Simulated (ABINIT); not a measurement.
TiSi2:

```
CELL_PARAMETERS angstrom
1.76511 -6.75928 0.00000
1.76511 6.75928 0.00000
0.00000 0.00000 3.56517
ATOMIC_POSITIONS crystal
Ti 0.10312 0.89688 0.25000
Ti 0.89688 0.10312 0.75000
Si 0.75031 0.24969 0.25000
Si 0.24969 0.75031 0.75000
Si 0.44175 0.55825 0.25000
Si 0.55825 0.44175 0.75000
```

The cell comes from a database or a generator and needn't be the stable form of this composition.

| Quantity | Value |
| --- | --- |
| Program | ABINIT 10.8.3 (patched build) |
| Task | single point |
| Functional | PBE |
| Potentials or basis | JTH PAW PBE v2.0 |
| Cutoff | 408 eV |
| k mesh | 8 × 8 × 8 |
| Occupations | fermi-dirac, width 0.05 eV |
| Spin | no spin polarisation |

On this cell: pressure 2.0 GPa; largest force 0.184 eV/Å; band gap on the k mesh none (metal or under the smearing width).

The same run follows on a disturbed copy (atoms moved at random, drawn with an rms of 0.05 Å):

```
Ti Si
1.0
     1.76511   -6.75928    0.00000
     1.76511    6.75928    0.00000
     0.00000    0.00000    3.56517
Ti Si
2 4
Direct
  0.10025 0.90056 0.26093
  0.89333 0.10529 0.76629
  0.75621 0.25156 0.25057
  0.23701 0.74227 0.74363
  0.44489 0.55588 0.25483
  0.54995 0.43315 0.74908
```

Q: What changes?

A: The energy (extrapolated to zero smearing) moves by +13.1 meV/atom; pressure 2.5 GPa; largest force 0.717 eV/Å; band gap on the k mesh none (metal or under the smearing width).

Forces on the atoms (eV/Å):
```
Ti  -0.265 -0.436 -0.504
Ti  -0.076 -0.383 -0.573
Si  -0.276  0.453  0.073
Si   0.361  0.004  0.330
Si  -0.029  0.609  0.160
Si   0.286 -0.247  0.513
```

Stress tensor (GPa, compression positive):
```
 1.85  0.27  0.16
 0.27  2.54 -0.04
 0.16 -0.04  3.23
```
